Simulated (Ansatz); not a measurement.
**Al2Cu: strain energy, fitted**

Al2Cu, I4/mcm, a = 6.052 Å, c = 4.883 Å. The structure is a Materials Project entry; whether it is the stable form wasn't checked. Ansatz: PBE, PAW, 420 eV, Γ-centred 6×6×8 mesh on 12 atoms, Gaussian smearing 0.10 eV; no spin polarisation. Series: uniaxial strain along c, with a, b and atoms relaxed; x is the strain in per cent. y is the free energy over the unstrained cell, V0 = 14.906 Å³/atom.

```
x (%) y (meV/atom)
 -3.0          6.63
 -2.0          2.49
 -1.0          0.31
  0.0          0.00
  1.0             ?
  2.0          3.58
  3.0          6.72
```

Fit y = c2 x² + c3 x³ to the other rows, turn c2 into a modulus, and predict the missing energy.

Least squares on the rows shown. y = 0.7423 x² + 0.007298 x³. In eV per unit strain² c2 is 7.423; this is Young's modulus along the axis (E = ½ Y V0 ε²): 2 × 7.423 × 160.2 / (14.906) = 160 GPa. At x = 1.0 the fit asked for gives 0.75 meV/atom. The run gave 1.21 meV/atom, so the fit is 0.46 meV/atom too low, within twice the rms miss on the fitted rows (0.38 meV/atom): the form describes this series only roughly.